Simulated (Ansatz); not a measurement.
## Fixed-spin-moment curve of Co

The cell (1 atom) is Co as an experimental structure (space group Fm-3m). The computed pressure is over 10 GPa in size, so the cell is far from the computed equilibrium volume. Source: COD entry 9012932, which need not be the ambient phase.

```
CELL_PARAMETERS angstrom
0.00000 1.79170 1.79170
1.79170 0.00000 1.79170
1.79170 1.79170 0.00000
ATOMIC_POSITIONS crystal
Co 0.00000 0.00000 0.00000
```

Numbers behind element symbols give the atom's place in this list.

Theory: DFT, r2SCAN, PAW, plane waves, scalar-relativistic (Ansatz development build ahead of 0.2.0).

| Setting | Value |
| --- | --- |
| Plane-wave cutoff | 500 eV |
| k-point mesh | 14×14×14 (Γ-centred) |
| Occupations | Gaussian smearing, 0.1 eV |

The total moment includes the space between the atomic spheres.

r2SCAN tends to overstate moments and magnetic energies in itinerant metals.

Each run fixes N↑ − N↓ and starts with that moment spread in parallel over the Co atoms; no search for lower states follows. F is the free energy per cell, and F(lowest) that of the lowest run, the runs with a free moment included. Each row is one local solution, which need not be the lowest state at that M. The run at M = 0 starts without moments and gives the spin-unpolarised solution. The cell holds one magnetic atom, so only parallel order fits; orders in a larger cell may lie lower. The program warns that the SCF threshold is loose for stress, so pressures can be off by 0.1 GPa or more.

The run at M = 1.83 μB took 3.1 s on 2 threads of x86-64 server CPU, on a shared host, peak memory 0.38 GiB.

```json
{"fixed M (μB/cell)": "0.00", "F − F(lowest) (meV/cell)": "636", "moments of Co1 (μB)": "0.00", "absolute moment (μB)": "0.00", "pressure (GPa)": "-29.8"}
{"fixed M (μB/cell)": "0.46", "F − F(lowest) (meV/cell)": "558", "moments of Co1 (μB)": "0.53", "absolute moment (μB)": "0.89", "pressure (GPa)": "-22.2"}
{"fixed M (μB/cell)": "0.91", "F − F(lowest) (meV/cell)": "459", "moments of Co1 (μB)": "1.02", "absolute moment (μB)": "1.20", "pressure (GPa)": "-21.7"}
{"fixed M (μB/cell)": "1.37", "F − F(lowest) (meV/cell)": "186", "moments of Co1 (μB)": "1.48", "absolute moment (μB)": "1.62", "pressure (GPa)": "-13.8"}
{"fixed M (μB/cell)": "1.83", "F − F(lowest) (meV/cell)": "0", "moments of Co1 (μB)": "1.95", "absolute moment (μB)": "2.09", "pressure (GPa)": "-11.6"}
{"fixed M (μB/cell)": "2.28", "F − F(lowest) (meV/cell)": "169", "moments of Co1 (μB)": "2.32", "absolute moment (μB)": "2.38", "pressure (GPa)": "-3.4"}
{"fixed M (μB/cell)": "2.74", "F − F(lowest) (meV/cell)": "800", "moments of Co1 (μB)": "2.67", "absolute moment (μB)": "2.74", "pressure (GPa)": "9.3"}
{"fixed M (μB/cell)": "3.20", "F − F(lowest) (meV/cell)": "2017", "moments of Co1 (μB)": "3.02", "absolute moment (μB)": "3.20", "pressure (GPa)": "30.8"}
{"fixed M (μB/cell)": "3.65", "F − F(lowest) (meV/cell)": "3588", "moments of Co1 (μB)": "3.35", "absolute moment (μB)": "3.65", "pressure (GPa)": "55.1"}
```

The lowest fixed-moment run is the one at M = 1.83 μB (0 meV). With the constraint released: “usual moment, free total moment [Co1 3.00 μB]” ends at 1.85 μB, 0 meV; “usual moment scaled by 0.1, free total moment [Co1 0.30 μB]” ends at 1.85 μB, 0 meV. The M = 0 row needn't join the curve of the others.
